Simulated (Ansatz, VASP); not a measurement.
SnH7 in VASP and in Ansatz

```
Sn H
1.0
     0.00000    2.94974    2.94974
     2.94974    0.00000    2.94974
     2.94974    2.94974    0.00000
Sn H
1 7
Direct
  0.00000 0.00000 0.00000
  0.50000 0.50000 0.50000
  0.50000 0.00000 0.00000
  0.50000 0.00000 0.50000
  0.00000 0.50000 0.50000
  0.00000 0.50000 0.00000
  0.50000 0.50000 0.00000
  0.00000 0.00000 0.50000
```

Change from the starting cell: species swapped into the CuPt7 type (Fm-3m, No. 225).

Alike in both runs: functional PBE; k mesh 6 × 6 × 6; occupations gaussian, width 0.1 eV; no spin polarisation.

Ansatz relaxed the structure, and its values are those at the end. VASP's run is a single point on that final structure, the one shown.

```csv
,VASP,Ansatz
version,VASP 6.6.1,Ansatz 0.2.0
potentials or method,"VASP PAW PBE potentials, release 64 (Sn_d, H)","scalar-relativistic, plane waves, PAW"
plane-wave cutoff (eV),520,420
valence electrons in the cell,21,21
```

|  | VASP | Ansatz | Ansatz less VASP |
| --- | --- | --- | --- |
| gap on the k mesh at the Fermi level (eV) | none | none | - |
| pressure (GPa) | -0.5 | -0.2 | +0.25 |

A gap of «none» marks a metal or a gap that the smearing closes. With one functional, cell and mesh, what is left measures potentials, basis and numerics.
